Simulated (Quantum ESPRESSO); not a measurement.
A run of Quantum ESPRESSO 7.5:

pw.in

```
&CONTROL
  calculation = 'scf'
  prefix = 'pwscf'
  outdir = './tmp'
  pseudo_dir = './pseudo'
  tprnfor = .true.
  tstress = .true.
  disk_io = 'nowf'
/
&SYSTEM
  ibrav = 0
  nat = 4
  ntyp = 4
  ecutwfc = 56
  ecutrho = 448
  nbnd = 29
  occupations = 'smearing'
  smearing = 'gaussian'
  degauss = 0.00367493
  nspin = 2
  starting_magnetization(1) = 0.1538
  starting_magnetization(2) = 0
  starting_magnetization(3) = -0.1538
  starting_magnetization(4) = -0
/
&ELECTRONS
  conv_thr = 1.6d-07
  electron_maxstep = 100
  mixing_beta = 0.7
  mixing_ndim = 20
/
ATOMIC_SPECIES
Ta1  180.9479 ta_pbe_v1.uspp.F.UPF
N1    14.0070 n_pbe_v1.2.uspp.F.UPF
Ta2  180.9479 ta_pbe_v1.uspp.F.UPF
N2    14.0070 n_pbe_v1.2.uspp.F.UPF
CELL_PARAMETERS angstrom
   4.9822875400    2.4911437700    2.4911437700
   2.4911437700    4.9822875400    2.4911437700
   2.4911437700    2.4911437700    4.9822875400
ATOMIC_POSITIONS crystal
Ta1    0.0000000000    0.0000000000    0.0000000000
N1     0.1250000000    0.1250000000    0.1250000000
Ta2    0.5000000000    0.5000000000    0.5000000000
N2     0.6250000000    0.6250000000    0.6250000000
K_POINTS automatic
6 6 6 0 0 0
HUBBARD {atomic}
U Ta1-5d 2.0
U Ta2-5d 2.0
```

Potentials or basis: GBRV 1.5 PBE.

The run is started by

```console
$ OMP_NUM_THREADS=1 mpirun -n 2 pw.x -nk 2 -in pw.in > pw.out
```

Hardware: 2 MPI ranks on Arm Neoverse V1 (shared host).

Task: How long does it take, and how much memory?

Result: Wall time 3.7 min on 2 MPI ranks on Arm Neoverse V1, on a shared host, peak memory 0.82 GiB a rank. Counts: scf iterations 14, k pools 2, bands 29, k points 32, g dense 66937.
